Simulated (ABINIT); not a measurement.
Runs of ABINIT 10.8.3 (patched build) on TiB2. The structure is hexagonal, space group P6/mmm (No. 191). Conventional cell: a = 3.029 Å, b = 3.029 Å, c = 3.228 Å, α = 90.00°, β = 90.00°, γ = 120.00°. Ti (site symmetry 6/mmm) is surrounded by 12 B at 2.38 Å. B (site symmetry -6m2) has 3 B at 1.75 Å as nearest neighbours. 

```tsv
task	level	potentials or basis	cell	cutoff (eV)	cutoff smearing ecutsm (Ha)	optimiser	force threshold (eV/Å)	fine-grid cutoff	dispersion computed by	gap on the mesh (eV)	pressure (GPa)	relaxed volume (Å³/atom)
relaxation of cell and atoms	PBE	JTH PAW PBE v2.0	relaxed	408	0.5	BFGS	0.01	816.342 eV	-	none	0.0	8.58
single point	PBEsol	PseudoDojo NC SR PBEsol v0.4.1 standard	as given	1143	-	-	-	-	-	none	-4.7	-
relaxation of cell and atoms	PBE+D3(BJ)	JTH PAW PBE v2.0	relaxed	408	0.5	BFGS	0.01	816.342 eV	simple-dftd3 1.7.0	none	0.0	(a)
relaxation of cell and atoms	PBE+D3	JTH PAW PBE v2.0	relaxed	408	0.5	BFGS	0.01	816.342 eV	simple-dftd3 1.7.0	none	-0.1	8.38
single point	PBEsol	PseudoDojo NC SR PBEsol v0.4 stringent	as given	1143	-	-	-	-	-	none	-4.7	-
```

Alike in all rows: no spin polarisation; k mesh 10 × 10 × 8; smearing fermi-dirac 0.05 eV.

Q: Fill in the values left out.

A: (a) 8.31.

Caveats: the atomic spheres overlap (some runs); pairwise dispersion overbinds metals, which lowers pressure and volume (some runs).

A gap of «none» marks a metal or a gap under the smearing width.
